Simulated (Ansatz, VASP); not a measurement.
# Two plane-wave programs on MgS

```
S Mg
1.0
     4.03462    0.00000    0.00000
    -2.01731    3.49409    0.00000
     0.00000    0.00000    6.43229
S Mg
2 2
Direct
  0.66667 0.33333 0.87924
  0.33333 0.66667 0.37924
  0.33333 0.66667 0.99575
  0.66667 0.33333 0.49575
```

The cell comes from a database or a generator and needn't be the stable form of this composition.

Alike in both runs: task single point; functional HSE(alpha, omega); k mesh 4 × 4 × 2; occupations fermi-dirac, width 0.05 eV; no spin polarisation.

|  | VASP | Ansatz |
| --- | --- | --- |
| version | VASP 6.6.1 | Ansatz 0.2.0 |
| potentials or method | VASP PAW PBE potentials, release 64 (S, Mg) | Ansatz PAW |
| plane-wave cutoff (eV) | 520 | 420 |
| valence electrons in the cell | 16 | 32 |

|  | VASP | Ansatz | Ansatz less VASP |
| --- | --- | --- | --- |
| gap on the k mesh at the Fermi level (eV) | 3.64 | 3.65 | +0.009 |
| least direct gap on the mesh (eV) | 3.64 | 3.65 | +0.009 |
| pressure (GPa) | 0.7 | 0.9 | +0.16 |
| largest component of the traceless stress (GPa) | 0.24 | 0.25 | +0.009 |
| rms of the force components (eV/Å) | 0.028 | 0.027 | -0.0005 |

Atom by atom the forces differ by 0.001 eV/Å (rms over components). The functional is the same, so the differences come from potentials, cutoffs and numerics. The two sets of potentials don't hold the same shells in valence.

Caveats: the k mesh is coarse (spacing up to 0.49 Å⁻¹), so the values aren't converged, least of all with exact exchange; the PAW data sets were made with another functional, which shifts forces and pressure a little (VASP); the PAW data sets come from PBE, with cores solved anew for the run's functional, which leaves a small shift of forces and pressure (Ansatz); the thresholds are loose for stress (Ansatz).
